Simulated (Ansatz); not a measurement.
PbS, space group Cmcm: an equation of state with a fit, run with the Python package of Ansatz (0.2.0).

`pbs_eos.py`
```python
import ansatz as az
from ase.eos import EquationOfState
from ase.units import GPa
import numpy as np

vectors0 = np.array([
    [2.079953, -5.991297, 0.0],
    [2.079953, 5.991297, 0.0],
    [0.0, 0.0, 4.279321],
])
sites = [
    ('Pb', (0.869437, 0.130563, 0.75)),
    ('Pb', (0.130563, 0.869437, 0.25)),
    ('S', (0.645203, 0.354797, 0.75)),
    ('S', (0.354797, 0.645203, 0.25)),
]


def make_crystal(cell):
    crystal = az.Crystal(lattice=az.Lattice.of(cell))
    for symbol, position in sites:
        crystal = crystal.atom(symbol, position)
    return crystal

volumes, energies = [], []
for scale in np.linspace(0.92, 1.08, 7):
    cell = vectors0 * scale ** (1 / 3)
    model = make_crystal(cell).calculation()
    model = model.functional('pbesol')
    model = model.pseudopotentials('paw')
    model = model.occupations(az.OccupationsMethod.FIXED).basis(500)
    model = model.kpoints(6, 6, 6)
    r = model.run().report
    volumes.append(abs(np.linalg.det(cell)) / len(sites))
    energies.append(r['free_energy_ev'] / len(sites))
    print(f'V = {volumes[-1]:8.4f} A^3/atom  F = {energies[-1]:.5f} eV/atom')

eos = EquationOfState(volumes, energies, eos='sj')
v0, e0, bulk = eos.fit()
print(f'V0 = {v0:.4f} A^3/atom, E0 = {e0:.5f} eV/atom, B = {bulk / GPa:.1f} GPa')
```

From its runs, with one value withheld:

| V (Å³/atom) | F less the lowest row shown (meV/atom) |
| --- | --- |
| 24.531 | 11.16 |
| 25.242 | 1.62 |
| 25.953 | 0.00 |
| 26.664 | ? |
| 27.375 | 16.32 |
| 28.086 | 32.50 |
| 28.797 | 53.05 |

What is the missing energy at 26.664 Å³ an atom?

A third-order Birch-Murnaghan fit, E = E0 + (9 V0 B0 / 16) [(t - 1)³ B' + (t - 1)² (6 - 4t)] with t = (V0/V)^(2/3), through the 6 rows shown gives V0 = 25.751 Å³, B0 = 58.0 GPa, B' = 4.40 and E0 = -0.28 meV. At V = 26.664 Å³, t = 0.97706, and the fit interpolates to 5.22 meV. The run gave 5.22 meV, a miss of 0.00 meV.

Caveats:
- Shape and fractional positions are held along the curve, so the bulk modulus is an upper value where they are free to relax.
- For a gap this small the mesh is coarse, and bands can meet between its points.
- Spin-orbit coupling, which matters for elements this heavy, is left out.
- The structure comes from a database of computed cells and needn't be a stable or known phase.
- It ran for 34 s on 1 thread of Arm Neoverse V2 (shared host), peak memory 0.53 GiB.
